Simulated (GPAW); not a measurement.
## BN: equation of state with PBEsol

**What was measured.**

From “Effect of nanostructuration on compressibility of cubic BN”, 2012, arxiv:1208.3664, for a bulk crystal of BN at 300 K: bulk modulus 395 ± 2 GPa.

BN:

```
CELL_PARAMETERS angstrom
0.00000 1.81300 1.81300
1.81300 0.00000 1.81300
1.81300 1.81300 0.00000
ATOMIC_POSITIONS crystal
N 0.25000 0.25000 0.25000
B 0.00000 0.00000 0.00000
```

The cell is a database's computed one.

```json
{
  "Program": "GPAW 26.7.0",
  "Task": "equation of state",
  "Functional": "PBEsol",
  "Potentials or basis": "PAW data sets generated in the run's folder for this functional",
  "Cutoff": "800 eV",
  "Basis": "pw",
  "k mesh": "13 × 13 × 13",
  "Occupations": "fermi-dirac, width 0.05 eV",
  "Spin": "no spin polarisation",
  "Maxiter": "150",
  "Eos scales": "[0.94, 0.96, 0.98, 1.0, 1.02, 1.04, 1.06]"
}
```

```
Equilibrium volume                      : 5.86 Å³/atom
Bulk modulus                            : 386 GPa
Pressure derivative of the bulk modulus : 3.7
```

Energy against volume, from the lowest point:
```csv
volume (Å³/atom),energy (meV/atom)
5.602,14.89
5.721,4.21
5.840,0.00
5.959,1.85
6.078,9.02
6.198,21.10
6.317,37.69
```

Wall time 84 s on 1 thread of Arm Neoverse V2, on a shared host, peak memory 0.2 GiB.

A measured bulk modulus of BN is 395 GPa (300 K; quoted in “Effect of nanostructuration on compressibility of cubic BN”, 2012, arxiv:1208.3664); the calculated 386 GPa misses it by -2.3 %. The fit is for a static lattice scaled at fixed shape and fixed fractional positions.
